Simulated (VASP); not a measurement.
GaN, 2 atoms in the cell. It takes space group Fm-3m (No. 225, cubic). The conventional cell has a = 4.222 Å, b = 4.222 Å, c = 4.222 Å, α = 90.00°, β = 90.00°, γ = 90.00°. Around Ga (site symmetry m-3m) lie 6 N at 2.11 Å. N (site symmetry m-3m) has 6 Ga at 2.11 Å as nearest neighbours. Measurements of this composition are mostly on another form, of space group No. 186.

- Program: VASP 6.6.1
- Task: band structure
- Functional: HSE06
- Potentials or basis: VASP PAW PBE potentials, release 64 (Ga_d, N)
- Cutoff: 520 eV
- k mesh: 8 × 8 × 8
- Occupations: gaussian, width 0.02 eV
- Spin: no spin polarisation
- Grid for exact exchange (PRECFOCK): Fast
- Screening parameter: 0.2 1/A
- Further INCAR settings: ALGO = Normal; EDIFF = 1e-06; NBANDS = 16

Potentials or basis: VASP PAW PBE potentials, release 64 (Ga_d, N).

Run with:

```console
$ cat potpaw_PBE.64/Ga_d/POTCAR potpaw_PBE.64/N/POTCAR > POTCAR
$ cp INCAR.step1 INCAR
$ mpirun -np 1 vasp_std > vasp.out
$ cp INCAR.step2 INCAR
$ mpirun -np 1 vasp_std > vasp.out
```

Hardware: 1 thread of AMD EPYC 9R45 (Zen 5) (shared host).

Question: Estimate the wall time of this run.

Answer: Run time: 100 min on 1 thread of AMD EPYC 9R45 (Zen 5) (shared host), peak memory 0.27 GiB. Counts: scf iterations 34, k points 29.
